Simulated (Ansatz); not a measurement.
**ZnS: a one-atom displacement scan**

This session takes ZnS and sets out to map the energy as atom 1 (Zn) is pushed off its site.

Program: Ansatz 0.2.0. Level of theory: DFT PBE, scalar-relativistic, plane waves, PAW. These are calculated values, not measurements.

2 further runs of the same task are left out: 2 set aside as unsound or not needed. Runs told in other sessions of the task aren't counted.

### 1 The system as given

It takes space group F-43m (No. 216, cubic). The conventional cell has a = 5.443 Å, b = 5.443 Å, c = 5.443 Å, α = 90.00°, β = 90.00°, γ = 90.00°. Around Zn (site symmetry -43m) lie 4 S at 2.36 Å. S (site symmetry -43m) is surrounded by 4 Zn at 2.36 Å.

As a file:

```
Zn S
1.0
     5.44313    0.00000    0.00000
     0.00000   -5.44313    0.00000
     0.00000    0.00000   -5.44313
Zn S
4 4
Direct
  0.00000 0.00000 0.00000
  0.50000 0.50000 0.00000
  0.50000 0.00000 0.50000
  0.00000 0.50000 0.50000
  0.75000 0.75000 0.75000
  0.25000 0.25000 0.75000
  0.25000 0.75000 0.25000
  0.75000 0.25000 0.25000
```

It is built from the cell relaxed beforehand with the same method (20.16 Å³/atom).

### 2 Zero of energy

The cell is repeated 4 times, 8 atoms in all. The reference gives a free energy of -16890.9378 eV, pressure 0.02 GPa, largest force 0.000 eV/Å and gap on the mesh 2.02 eV. It was computed beforehand with the settings of the runs below.

### 3 Setting up a one-atom displacement scan

Atom 1 (Zn) is moved by x along the Cartesian unit vector (0.707, -0.707, 0.000); the cell and all other atoms stay fixed. Forces below are components along that vector, summed over the moved atoms. In a periodic cell its images move with it.

### 4 Point x = -0.300 Å

The input, input.yaml:

```yaml
crystal:
  lattice:
    - [5.443127968, 0.0, 0.0]
    - [0.0, -5.443127968, 0.0]
    - [0.0, 0.0, -5.443127968]
  atoms:
    - { symbol: Zn, position: [-0.0389724503, -0.0389724503, 0.0] }
    - { symbol: Zn, position: [0.5, 0.5, 0.0] }
    - { symbol: Zn, position: [0.5, 0.0, 0.5] }
    - { symbol: Zn, position: [0.0, 0.5, 0.5] }
    - { symbol: S, position: [0.75, 0.75, 0.75] }
    - { symbol: S, position: [0.25, 0.25, 0.75] }
    - { symbol: S, position: [0.25, 0.75, 0.25] }
    - { symbol: S, position: [0.75, 0.25, 0.25] }
basis:
  ecutwfc: 420
kpoints:
  mp_grid: { grid: [6, 6, 6] }
hamiltonian:
  xc: pbe
scf:
  occupations: { method: gaussian, width: 0.05 }
output:
  forces: true
  stress: true
  eigenvalues: true
```

Started as:

```console
ansatz run input.yaml --threads 1 --pin off --max-ram 2560MiB --backend cpu --events-out ev --progress --plain --runs-dir out
```

Log (excerpt; [...] marks lines left out):

```text
Warning: RAYON_NUM_THREADS=1 ignored (pool sized by the plan → 1); use --threads N
[...]
Pseudopotentials: kind: paw
Pseudopotential: Zn, paw, valence charge 12, recommended cutoff 420 eV (normal), Zn.paw.azcp
Pseudopotential: S, paw, valence charge 6, recommended cutoff 420 eV (normal), S.paw.azcp
Functional definition: PBE
[...]
Crystal: 8 atoms, lattice volume = 161.267 Å³
Basis set: ecut = 420 eV, 3119 PW (Γ), exchange–correlation on 80×80×80 points (8 copies of the dense FFT grid, shifted against one another)
Bands: 44, of which v1, the nominal top of the filled ones, is band 36 counted from 1 (35 counted from 0)
Symmetry: 2 space group operations
Space group: Cm (ITA 8), of the structure as read, at distance tolerance 5.4e-5 Å
k-points: 68 of 216 (time reversal used)
[...]
SCF iter   1: F=—  HF=-16890.634784 eV  |F-HF|=—  |Δ(HF+E_count)|=         —  Δρ=7.19e-4  dr2=1.15e-3  ethr=1.77e-3  ⟨swp⟩=9.2  Hψ=13732  notcnv=0
[...]
SCF iter   8: F=-16890.636187 eV  HF=-16890.636187 eV  |F-HF|=1.02e-8  |Δ(HF+E_count)|=   4.74e-8  Δρ=2.07e-6  dr2=8.19e-9  ethr=1.39e-10  ⟨swp⟩=4.6  Hψ=10926  notcnv=0
[...]
SCF converged after 8 iterations
Free energy (F): -16890.636187 eV
[...]
E sigma→0 (E₀):  -16890.636187 eV
Fermi energy:    6.538724 eV
[...]
--- Forces (eV/Å), atoms counted from 1 ---
  atom   1  Zn     1.51703338    -1.51703338    -1.00895893
  atom   2  Zn    -0.24925637     0.24925637     0.01556273
  atom   3  Zn    -0.24499168    -0.30199130    -0.00737035
  atom   4  Zn     0.30199130     0.24499168    -0.00737035
  atom   5  S     -0.97724818     0.97724818     1.10760605
  atom   6  S     -0.26158916     0.26158916    -0.21304226
  atom   7  S     -0.10490343    -0.01897136     0.05678815
  atom   8  S      0.01897136     0.10490343     0.05678815
[...]
--- Stress (GPa, compression-positive) ---
        0.601143      -0.904351      -1.252922
       -0.904351       0.601143       1.252922
       -1.252922       1.252922       1.190031
  P = ⅓ Tr σ = 0.7974 GPa (7.974 kbar)
--- Band table (eV; the first three rows and the last of 68) ---
[...]
```

Run time: 38 s. Hardware: 1 thread of Intel Xeon Platinum 8488C (Sapphire Rapids), shared host; peak memory 0.62 GiB.

### 5 x = 0.225 Å

input.yaml: that of step 4 with these lines changed.

```diff
@@ -6,3 +6,3 @@
   atoms:
-    - { symbol: Zn, position: [-0.0389724503, -0.0389724503, 0.0] }
+    - { symbol: Zn, position: [0.0292293377, 0.0292293377, 0.0] }
     - { symbol: Zn, position: [0.5, 0.5, 0.0] }
```

Started as:

```console
ansatz run input.yaml --threads 1 --pin off --max-ram 2560MiB --backend cpu --events-out ev --progress --plain --runs-dir out
```

Log (excerpt; [...] marks lines left out):

```text
Warning: RAYON_NUM_THREADS=1 ignored (pool sized by the plan → 1); use --threads N
[...]
Pseudopotentials: kind: paw
Pseudopotential: Zn, paw, valence charge 12, recommended cutoff 420 eV (normal), Zn.paw.azcp
Pseudopotential: S, paw, valence charge 6, recommended cutoff 420 eV (normal), S.paw.azcp
Functional definition: PBE
[...]
Crystal: 8 atoms, lattice volume = 161.267 Å³
Basis set: ecut = 420 eV, 3119 PW (Γ), exchange–correlation on 80×80×80 points (8 copies of the dense FFT grid, shifted against one another)
Bands: 44, of which v1, the nominal top of the filled ones, is band 36 counted from 1 (35 counted from 0)
Symmetry: 2 space group operations
Space group: Cm (ITA 8), of the structure as read, at distance tolerance 5.4e-5 Å
k-points: 68 of 216 (time reversal used)
[...]
SCF iter   7: F=-16890.773129 eV  HF=-16890.773129 eV  |F-HF|=1.10e-7  |Δ(HF+E_count)|=   3.73e-7  Δρ=8.84e-6  dr2=8.12e-8  ethr=1.39e-10  ⟨swp⟩=7.4  Hψ=12359  notcnv=0
[...]
SCF converged after 7 iterations
Free energy (F): -16890.773129 eV
[...]
E sigma→0 (E₀):  -16890.773129 eV
Fermi energy:    6.536650 eV
[...]
--- Forces (eV/Å), atoms counted from 1 ---
  atom   1  Zn    -1.07545518     1.07545518    -0.55281036
  atom   2  Zn     0.18643300    -0.18643300     0.00910094
  atom   3  Zn     0.18462290     0.22763565    -0.00429671
  atom   4  Zn    -0.22763565    -0.18462290    -0.00429671
  atom   5  S      0.23765633    -0.23765633    -0.19907014
  atom   6  S      0.63615929    -0.63615929     0.68558309
  atom   7  S     -0.00662312    -0.06482046     0.03289481
  atom   8  S      0.06482046     0.00662312     0.03289481
[...]
--- Stress (GPa, compression-positive) ---
        0.347730      -0.516003       0.867895
       -0.516003       0.347730      -0.867895
        0.867895      -0.867895       0.652396
  P = ⅓ Tr σ = 0.4493 GPa (4.493 kbar)
--- Band table (eV; the first three rows and the last of 68) ---
[...]
```

Run time: 38 s. Hardware: 1 thread of Intel Xeon Platinum 8488C (Sapphire Rapids), shared host; peak memory 0.61 GiB.

### 6 At x = -0.150 Å

input.yaml: that of step 5 with these lines changed.

```diff
@@ -6,3 +6,3 @@
   atoms:
-    - { symbol: Zn, position: [0.0292293377, 0.0292293377, 0.0] }
+    - { symbol: Zn, position: [-0.0194862252, -0.0194862252, 0.0] }
     - { symbol: Zn, position: [0.5, 0.5, 0.0] }
```

Started as:

```console
ansatz run input.yaml --threads 1 --pin off --max-ram 2560MiB --backend cpu --events-out ev --progress --plain --runs-dir out
```

Log (excerpt; [...] marks lines left out):

```text
[...]
SCF converged after 7 iterations
Free energy (F): -16890.866197 eV
[...]
E sigma→0 (E₀):  -16890.866197 eV
Fermi energy:    6.531510 eV
[...]
--- Forces (eV/Å), atoms counted from 1 ---
  atom   1  Zn     0.68696332    -0.68696332    -0.24104316
  atom   2  Zn    -0.12404994     0.12404994     0.00415689
  atom   3  Zn    -0.12349778    -0.15229470    -0.00195891
  atom   4  Zn     0.15229470     0.12349778    -0.00195891
  atom   5  S     -0.36588498     0.36588498     0.37568815
  atom   6  S     -0.19013642     0.19013642    -0.16474691
  atom   7  S     -0.03400527     0.00167133     0.01493147
  atom   8  S     -0.00167133     0.03400527     0.01493147
[...]
--- Stress (GPa, compression-positive) ---
        0.164943      -0.231620      -0.544323
       -0.231620       0.164943       0.544323
       -0.544323       0.544323       0.291976
  P = ⅓ Tr σ = 0.2073 GPa (2.073 kbar)
--- Band table (eV; the first three rows and the last of 68) ---
[...]
```

Wall time 39 s (1 thread of Intel Xeon Platinum 8488C (Sapphire Rapids), shared host); peak memory 0.62 GiB.

### 7 Point x = 0.075 Å

input.yaml: that of step 6 with these lines changed.

```diff
@@ -6,3 +6,3 @@
   atoms:
-    - { symbol: Zn, position: [-0.0194862252, -0.0194862252, 0.0] }
+    - { symbol: Zn, position: [0.0097431126, 0.0097431126, 0.0] }
     - { symbol: Zn, position: [0.5, 0.5, 0.0] }
```

Started as:

```console
ansatz run input.yaml --threads 1 --pin off --max-ram 2560MiB --backend cpu --events-out ev --progress --plain --runs-dir out
```

Log (excerpt; [...] marks lines left out):

```text
[...]
SCF converged after 7 iterations
Free energy (F): -16890.920123 eV
[...]
E sigma→0 (E₀):  -16890.920123 eV
Fermi energy:    6.524584 eV
[...]
--- Forces (eV/Å), atoms counted from 1 ---
  atom   1  Zn    -0.33441470     0.33441470    -0.05956696
  atom   2  Zn     0.06194522    -0.06194522     0.00105587
  atom   3  Zn     0.06187378     0.07630685    -0.00049718
  atom   4  Zn    -0.07630685    -0.06187378    -0.00049718
  atom   5  S      0.11315106    -0.11315106    -0.10184688
  atom   6  S      0.15687532    -0.15687532     0.15379177
  atom   7  S      0.00434903    -0.01252282     0.00378016
  atom   8  S      0.01252282    -0.00434903     0.00378016
[...]
--- Stress (GPa, compression-positive) ---
        0.054649      -0.058243       0.261877
       -0.058243       0.054649      -0.261877
        0.261877      -0.261877       0.085158
  P = ⅓ Tr σ = 0.0648 GPa (0.648 kbar)
--- Band table (eV; the first three rows and the last of 68) ---
[...]
```

Run time: 33 s. Hardware: 1 thread of Intel Xeon Platinum 8488C (Sapphire Rapids), shared host; peak memory 0.61 GiB.

### 8 Point x = 0.263 Å

input.yaml: that of step 7 with these lines changed.

```diff
@@ -6,3 +6,3 @@
   atoms:
-    - { symbol: Zn, position: [0.0097431126, 0.0097431126, 0.0] }
+    - { symbol: Zn, position: [0.034100894, 0.034100894, 0.0] }
     - { symbol: Zn, position: [0.5, 0.5, 0.0] }
```

Started as:

```console
ansatz run input.yaml --threads 1 --pin off --max-ram 2560MiB --backend cpu --events-out ev --progress --plain --runs-dir out
```

Log (excerpt; [...] marks lines left out):

```text
Warning: RAYON_NUM_THREADS=1 ignored (pool sized by the plan → 1); use --threads N
[...]
Pseudopotentials: kind: paw
Pseudopotential: Zn, paw, valence charge 12, recommended cutoff 420 eV (normal), Zn.paw.azcp
Pseudopotential: S, paw, valence charge 6, recommended cutoff 420 eV (normal), S.paw.azcp
Functional definition: PBE
[...]
Crystal: 8 atoms, lattice volume = 161.267 Å³
Basis set: ecut = 420 eV, 3119 PW (Γ), exchange–correlation on 80×80×80 points (8 copies of the dense FFT grid, shifted against one another)
Bands: 44, of which v1, the nominal top of the filled ones, is band 36 counted from 1 (35 counted from 0)
Symmetry: 2 space group operations
Space group: Cm (ITA 8), of the structure as read, at distance tolerance 5.4e-5 Å
k-points: 68 of 216 (time reversal used)
[...]
SCF iter   8: F=-16890.710508 eV  HF=-16890.710508 eV  |F-HF|=8.56e-9  |Δ(HF+E_count)|=   3.38e-8  Δρ=2.11e-6  dr2=7.83e-9  ethr=1.39e-10  ⟨swp⟩=4.5  Hψ=10869  notcnv=0
[...]
SCF converged after 8 iterations
Free energy (F): -16890.710508 eV
[...]
E sigma→0 (E₀):  -16890.710508 eV
Fermi energy:    6.538150 eV
[...]
--- Forces (eV/Å), atoms counted from 1 ---
  atom   1  Zn    -1.28854218     1.28854218    -0.76171454
  atom   2  Zn     0.21777204    -0.21777204     0.01216937
  atom   3  Zn     0.21491457     0.26495413    -0.00575480
  atom   4  Zn    -0.26495413    -0.21491457    -0.00575480
  atom   5  S      0.25224209    -0.25224209    -0.20816396
  atom   6  S      0.79722722    -0.79722722     0.88086984
  atom   7  S     -0.01240424    -0.08373833     0.04417559
  atom   8  S      0.08373833     0.01240424     0.04417559
[...]
--- Stress (GPa, compression-positive) ---
        0.465806      -0.697736       1.051454
       -0.697736       0.465806      -1.051454
        1.051454      -1.051454       0.897244
  P = ⅓ Tr σ = 0.6096 GPa (6.096 kbar)
--- Band table (eV; the first three rows and the last of 68) ---
[...]
```

It took 42 s on 1 thread of Intel Xeon Platinum 8488C (Sapphire Rapids), shared host; peak memory 0.62 GiB.

### 9 Point x = 0.188 Å

input.yaml: that of step 8 with these lines changed.

```diff
@@ -6,3 +6,3 @@
   atoms:
-    - { symbol: Zn, position: [0.034100894, 0.034100894, 0.0] }
+    - { symbol: Zn, position: [0.0243577815, 0.0243577815, 0.0] }
     - { symbol: Zn, position: [0.5, 0.5, 0.0] }
```

Started as:

```console
ansatz run input.yaml --threads 1 --pin off --max-ram 2560MiB --backend cpu --events-out ev --progress --plain --runs-dir out
```

Log (excerpt; [...] marks lines left out):

```text
[...]
SCF converged after 7 iterations
Free energy (F): -16890.824809 eV
[...]
E sigma→0 (E₀):  -16890.824809 eV
Fermi energy:    6.534369 eV
[...]
--- Forces (eV/Å), atoms counted from 1 ---
  atom   1  Zn    -0.87562317     0.87562317    -0.37989408
  atom   2  Zn     0.15519920    -0.15519920     0.00641649
  atom   3  Zn     0.15413861     0.19006704    -0.00302626
  atom   4  Zn    -0.19006704    -0.15413861    -0.00302626
  atom   5  S      0.21719440    -0.21719440    -0.18492151
  atom   6  S      0.49277102    -0.49277102     0.51823119
  atom   7  S     -0.00186997    -0.04824109     0.02311006
  atom   8  S      0.04824109     0.00186997     0.02311006
[...]
--- Stress (GPa, compression-positive) ---
        0.247366      -0.360305       0.699688
       -0.360305       0.247366      -0.699688
        0.699688      -0.699688       0.451732
  P = ⅓ Tr σ = 0.3155 GPa (3.155 kbar)
--- Band table (eV; the first three rows and the last of 68) ---
[...]
```

Wall time 36 s (1 thread of Intel Xeon Platinum 8488C (Sapphire Rapids), shared host); peak memory 0.61 GiB.

### 10 At x = 0.113 Å

input.yaml: that of step 9 with these lines changed.

```diff
@@ -6,3 +6,3 @@
   atoms:
-    - { symbol: Zn, position: [0.0243577815, 0.0243577815, 0.0] }
+    - { symbol: Zn, position: [0.0146146689, 0.0146146689, 0.0] }
     - { symbol: Zn, position: [0.5, 0.5, 0.0] }
```

Started as:

```console
ansatz run input.yaml --threads 1 --pin off --max-ram 2560MiB --backend cpu --events-out ev --progress --plain --runs-dir out
```

Log (excerpt; [...] marks lines left out):

```text
[...]
SCF converged after 7 iterations
Free energy (F): -16890.897829 eV
[...]
E sigma→0 (E₀):  -16890.897829 eV
Fermi energy:    6.528214 eV
[...]
--- Forces (eV/Å), atoms counted from 1 ---
  atom   1  Zn    -0.50729797     0.50729797    -0.13467519
  atom   2  Zn     0.09296993    -0.09296993     0.00236023
  atom   3  Zn     0.09273279     0.11436113    -0.00111162
  atom   4  Zn    -0.11436113    -0.09273279    -0.00111162
  atom   5  S      0.15572631    -0.15572631    -0.13746115
  atom   6  S      0.25430693    -0.25430693     0.25507758
  atom   7  S      0.00380525    -0.02211113     0.00846081
  atom   8  S      0.02211113    -0.00380525     0.00846081
[...]
--- Stress (GPa, compression-positive) ---
        0.100655      -0.130731       0.399243
       -0.130731       0.100655      -0.399243
        0.399243      -0.399243       0.170471
  P = ⅓ Tr σ = 0.1239 GPa (1.239 kbar)
--- Band table (eV; the first three rows and the last of 68) ---
[...]
```

Wall time 42 s (1 thread of Intel Xeon Platinum 8488C (Sapphire Rapids), shared host); peak memory 0.61 GiB.

### 11 All points together

Collected from the runs (energy zero: the undisturbed cell):

| x (Å) | ΔE (meV/cell) | force on the moved atoms (eV/Å) | pressure (GPa) | gap on the mesh (eV) |
| --- | --- | --- | --- | --- |
| -0.300 | 301.6 | 2.145 | 0.8 | 1.92 |
| -0.150 | 71.6 | 0.972 | 0.2 | 1.98 |
| 0.000 | 0.0 | 0.000 | 0.0 | 2.02 |
| 0.075 | 17.7 | -0.473 | 0.1 | 2.00 |
| 0.113 | 39.9 | -0.717 | 0.1 | 1.99 |
| 0.188 | 113.0 | -1.238 | 0.3 | 1.96 |
| 0.225 | 164.6 | -1.521 | 0.4 | 1.95 |
| 0.263 | 227.3 | -1.822 | 0.6 | 1.93 |

Not run, since symmetry makes them alike: 0.300 repeats -0.300, -0.225 repeats 0.225, 0.150 repeats -0.150, -0.075 repeats 0.075. Energy, pressure and gap are the same there.

### 12 Outcome

| quantity | value |
| --- | --- |
| force constant along x, from the points at -0.150, 0 and 0.075 Å | 6.36 eV/Å² |

What this shows: Near the site the force constant is 6.36 eV/Å²; for the mass of Zn against a rigid frame that is a vibration of about 163 cm⁻¹. The step of 0.15 Å is wide, so anharmonic terms mix in. No sampled point lies below the undisturbed cell. The gap on the mesh stays between 1.92 and 2.02 eV.
